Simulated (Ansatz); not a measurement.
Ta2N: what changed settings do

The reference input for Ansatz (plane-wave DFT with PAW):

```yaml
crystal:
  lattice:
    - [3.112861506, 0.0, 0.0]
    - [-1.556430753, 2.6958171426, 0.0]
    - [0.0, 0.0, 4.869841]
  atoms:
    - { symbol: Ta, position: [0.66666667, 0.33333333, 0.745289] }
    - { symbol: Ta, position: [0.33333333, 0.66666667, 0.254711] }
    - { symbol: "N", position: [0.0, 0.0, 0.0] }
basis:
  ecutwfc: 420
kpoints:
  mp_grid: { grid: [6, 6, 4] }
hamiltonian:
  xc: pbe
scf:
  occupations: { method: gaussian, width: 0.1 }
output:
  forces: true
  stress: true
  eigenvalues: true
```

Command:

```bash
ansatz run input.yaml --threads 1 --pin off --max-ram 1331MiB --backend cpu --events-out ev --progress --plain --runs-dir out
```

The run converges in 6 SCF iterations on 24 irreducible k-points: pressure -1.19 GPa, largest force 0.278 eV/Å, no gap.

These settings were drawn at random to show what each does; none of the numbers is a converged property of the crystal. Each trial's input is given as a difference from the reference's; energies are extrapolated to zero smearing where there is one, and pressure is positive in compression.

Trial 1:

```diff
 scf:
+  algorithm: damped
+  max_iter: 100
```

How does this run end?

The program refuses the input:

```text
Error: YAML parse error: error: line 18 column 14: unknown variant `damped`, expected one of auto, density_mixing, direct_min
```

Next try, with these keys changed back:

```diff
 scf:
-  algorithm: damped
```

The run converges in 6 SCF iterations on 24 irreducible k-points: the reference's energy to 0.01 meV per atom, pressure -1.19 GPa, largest force 0.278 eV/Å, no gap.

Trial 2:

```diff
 hamiltonian:
-  xc: pbe
+  xc: pbesol
 scf:
-  occupations: { method: gaussian, width: 0.1 }
+  occupations: { method: cold, width: 0.12 }
+  max_iter: 100
+magnetization:
+  spin_polarized: true
+  initial_magnetization: 6.0
```

How does this run end?

The run converges in 11 SCF iterations on 24 irreducible k-points: pressure -9.06 GPa, largest force 0.565 eV/Å, no gap, cell moment 0.00 μB. It warns that the starting moments were lost; that the state wasn't tested for a lower one.

Trial 3:

```diff
 kpoints:
-  mp_grid: { grid: [6, 6, 4] }
+  mp_grid: { grid: [6, 6, 2] }
```

How does this run end?

The run converges in 6 SCF iterations on 14 irreducible k-points: energy 18.0 meV per atom below the reference, pressure -1.41 GPa, largest force 0.203 eV/Å, no gap.

Trial 4 (atoms moved):

```diff
 crystal:
   atoms:
-    - { symbol: Ta, position: [0.66666667, 0.33333333, 0.745289] }
-    - { symbol: Ta, position: [0.33333333, 0.66666667, 0.254711] }
-    - { symbol: "N", position: [0.0, 0.0, 0.0] }
+    - { symbol: Ta, position: [0.6725171138, 0.3404023677, 0.7516865273] }
+    - { symbol: Ta, position: [0.3435786586, 0.6625896535, 0.2547089368] }
+    - { symbol: "N", position: [-0.0145075203, -0.0131780086, 0.0078250874] }
 hamiltonian:
+  dispersion: none
 scf:
-  occupations: { method: gaussian, width: 0.1 }
+  occupations: { method: gaussian, width: 0.07 }
```

How does this run end?

The run converges in 7 SCF iterations on 76 irreducible k-points: pressure 0.01 GPa, largest force 0.921 eV/Å, no gap.

Trial 5 (volume scaled):

```diff
 crystal:
   lattice:
-    - [3.112861506, 0.0, 0.0]
-    - [-1.556430753, 2.6958171426, 0.0]
-    - [0.0, 0.0, 4.869841]
+    - [3.2613124803, 0.0, 0.0]
+    - [-1.6306562401, 2.8243794576, 0.0]
+    - [0.0, 0.0, 5.1020815413]
 hamiltonian:
-  xc: pbe
+  xc: blyp
 scf:
-  occupations: { method: gaussian, width: 0.1 }
+  occupations: { method: tetrahedron_uncorrected }
+  lower_state_search: standard
```

What happens?

The run converges in 7 SCF iterations on 24 irreducible k-points: pressure -21.65 GPa, largest force 0.209 eV/Å, no gap. It warns that the printed bands weren't solved further after the SCF. Forces of BLYP on these PAW sets can be off by 10 %.

Trial 6:

```diff
 basis:
-  ecutwfc: 420
+  ecutwfc: "8 Ha"
+  ecutrho_ratio: 5
+  xc_grid: 1
 kpoints:
-  mp_grid: { grid: [6, 6, 4] }
+  mp_grid: { kspacing: 0.48 }
+  band_path: { path: [[0, 0, 0], [0.5, 0, 0], [0.5, 0.5, 0.5]], npoints: 8 }
 hamiltonian:
+  dispersion: d4
 scf:
+  max_iter: 60
```

What happens?

The run converges in 7 SCF iterations on 12 irreducible k-points: pressure -6.08 GPa (unreliable at so low a cutoff), largest force 0.902 eV/Å (unreliable too), no gap. It warns that the cutoff lies under the recommended one, 420 eV for these potentials.

Trial 7 (origin moved):

```diff
 crystal:
   atoms:
-    - { symbol: Ta, position: [0.66666667, 0.33333333, 0.745289] }
-    - { symbol: Ta, position: [0.33333333, 0.66666667, 0.254711] }
-    - { symbol: "N", position: [0.0, 0.0, 0.0] }
+    - { symbol: Ta, position: [1.0896666667, 1.0833333333, 1.576289] }
+    - { symbol: Ta, position: [0.7563333333, 1.4166666667, 1.085711] }
+    - { symbol: "N", position: [0.423, 0.75, 0.831] }
 basis:
-  ecutwfc: 420
+  ecutwfc: 340
```

What does the program give?

The run converges in 6 SCF iterations on 24 irreducible k-points: energy 30.4 meV per atom above the reference, pressure -1.20 GPa, largest force 0.279 eV/Å, no gap. It warns that the cutoff lies under the recommended one, 420 eV for these potentials.

Trial 8 (volume scaled):

```diff
 crystal:
   lattice:
-    - [3.112861506, 0.0, 0.0]
-    - [-1.556430753, 2.6958171426, 0.0]
-    - [0.0, 0.0, 4.869841]
+    - [3.0319157055, 0.0, 0.0]
+    - [-1.5159578527, 2.6257160231, 0.0]
+    - [0.0, 0.0, 4.7432072974]
 basis:
+  ecutrho_ratio: 10
 scf:
-  occupations: { method: gaussian, width: 0.1 }
+  occupations: { method: methfessel_paxton, width: 0.008 }
+  mixing: { beta: 0.063, preconditioner: local_kerker }
+  initial_density: { chi_scale: 0, normalization: atom }
+  max_iter: 86
```

How does this run end?

The run converges in 8 SCF iterations on 24 irreducible k-points: energy 70.6 meV per atom above the reference, pressure 24.74 GPa, largest force 0.112 eV/Å, no gap.